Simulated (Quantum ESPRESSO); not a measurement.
# GaAs under changes of volume

One of the cells (22.590 Å³/atom); the others are scaled copies at fixed shape and fractional positions:

```
As Ga
1.0
     0.00000    2.82685    2.82685
     2.82685    0.00000    2.82685
     2.82685    2.82685    0.00000
As Ga
1 1
Direct
  0.75000 0.75000 0.75000
  0.00000 0.00000 0.00000
```

| Property | Result |
| --- | --- |
| Program | Quantum ESPRESSO 7.5 |
| Functional | N12 |
| Potentials or basis | PseudoDojo 0.4.1 SR PBE standard |
| Cutoff | 1143 eV |
| Density cutoff | 4572 eV |
| k mesh | 8 × 8 × 8 |
| Occupations | fermi-dirac, width 0.05 eV |
| Spin | no spin polarisation |

| volume (Å³/atom) | energy over the lowest point (meV/atom) | pressure (GPa) | gap on the mesh (eV) |
| --- | --- | --- | --- |
| 21.234 | ? | ? | ? |
| 21.686 | 9.77 | 3.1 | 0.64 |
| 22.138 | 2.72 | 1.5 | 0.48 |
| 22.590 | 0.00 | 0.1 | 0.33 |
| 23.041 | 1.14 | -1.2 | 0.18 |
| 23.493 | 5.63 | -2.3 | none |
| 23.945 | 13.04 | -3.3 | none |

Task: What does the run at 21.234 Å³/atom give?

Result: Energy over the lowest point 21.63 meV/atom; pressure 4.9 GPa; gap on the mesh 0.81 eV.

Worked out: A Birch-Murnaghan fit of order 3 (a polynomial in V^(-2/3)) to the other rows has its minimum at 22.67 Å³/atom with B0 = V·E''(V) = 66 GPa and B' = 5.6. It gives 21.82 meV/atom at 21.234 Å³/atom, against the run's 21.63, and -dE/dV = 5.2 GPa, against 4.9.

Energies are extrapolated to zero smearing.

Caveats: the potentials were made for another functional, which shifts forces and pressure.

Spin-orbit coupling on As, Ga is left out.

A gap of «none» marks a metal or a gap under the smearing width.
